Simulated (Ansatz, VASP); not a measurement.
**SrTiO3 in VASP and in Ansatz**

```
Sr Ti O
1.0
     3.81458    0.00000    0.00000
     0.00000    3.81458    0.00000
     0.00000    0.00000    3.81458
Sr Ti O
1 1 3
Direct
  0.50000 0.50000 0.50000
  0.00000 0.00000 0.00000
  0.50000 0.00000 0.00000
  0.00000 0.50000 0.00000
  0.00000 0.00000 0.50000
```

Alike in both runs: task single point; functional PBE; k mesh 8 × 8 × 8; occupations gaussian, width 0.02 eV; no spin polarisation.

|  | VASP | Ansatz |
| --- | --- | --- |
| version | VASP 6.6.1 | Ansatz 0.2.0 |
| potentials or method | VASP PAW PBE potentials, release 64 (Sr_sv, Ti_sv, O) | scalar-relativistic, plane waves, PAW |
| plane-wave cutoff (eV) | 520 | 420 |
| valence electrons in the cell | 40 | 40 |

```tsv
	VASP	Ansatz	Ansatz less VASP
gap on the k mesh at the Fermi level (eV)	1.98	2.02	+0.037
least direct gap on the mesh (eV)	2.29	2.31	+0.022
pressure (GPa)	20.6	19.8	-0.80
```

Caveats: so large a pressure means that the cell lies far from this level's equilibrium, or that cutoff or potentials fall short (VASP). PBE gaps usually lie below the measured ones, often by a third to a half. A k mesh can miss the band edges.
